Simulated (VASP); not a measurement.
# Bi, self-consistent run: which settings are enough?

Bi, P-1 (no. 2), 2 atoms in the cell. PBE; PAW potentials Bi_d (PBE set). VASP 6.6.1. The atoms are moved at random off their ideal places.

Wanted: energy within 1 meV/atom; forces within 0.005 eV/Å; pressure within 0.1 GPa.

POSCAR:
```
Bi
1.0
    2.2675000000      1.3091417354      3.9380000000
   -2.2675000000      1.3091417354      3.9380000000
    0.0000000000     -2.6182834708      3.9380000000
Bi
2
Direct
    0.7665720000      0.7680220000      0.7658900000
    0.2297840000      0.2355000000      0.2360820000
```

## One numerical tag moved

| One numerical tag moved | Energy less reference (meV/atom) | Forces, largest deviation (eV/Å) | Pressure (GPa) | SCF iterations | Time (s) |
|---|---|---|---|---|---|
| default | 0.0 | 0.0000 | 2.22 | 12 | 142 |
| LCORR = F | 0.0 | 0.0000 | 2.22 | 12 | 144 |
| LDIAG = F | 0.0 | 0.0001 | 2.24 | 11 | 148 |
| RANDOM_GENERATOR = pcg_32 | 0.0 | 0.0001 | 2.22 | 12 | 140 |
| LMAXPAW = -1 | -0.2 | 0.0016 | 2.21 | 12 | 140 |
| NDAV = 2 | 0.0 | 0.0000 | 2.22 | 12 | 146 |
| NDAV = 8 | 0.0 | 0.0000 | 2.22 | 12 | 112 |
| NBLK = 64 | 0.0 | 0.0000 | 2.22 | 12 | 119 |
| DEPER = 0.05 | 0.0 | 0.0002 | 2.23 | 12 | 159 |

## Question

For each series: keep the first row unless others stay within half of the tolerance and take at least 30 % less time, and then take the fastest.

## Answer

- one numerical tag moved: default

## The input

INCAR:
```
SYSTEM = Bi
PREC = Accurate
ENCUT = 520
EDIFF = 1E-7
ISMEAR = 1
SIGMA = 0.1
LREAL = .False.
LASPH = .True.
ALGO = Normal
NELM = 100
ISIF = 2
LWAVE = .False.
LCHARG = .False.
```

KPOINTS:
```
k-points
0
Gamma
  6 6 6
```

Commands:
```
cat potpaw_PBE.64/Bi_d/POTCAR > POTCAR
mpirun -np 1 vasp_std > vasp.out
```

The chosen input took VASP 6.6.1 142 s on 1 core (Intel Xeon Platinum 8259CL @ 2.50GHz (Skylake/Cascade Lake)), a shared host.
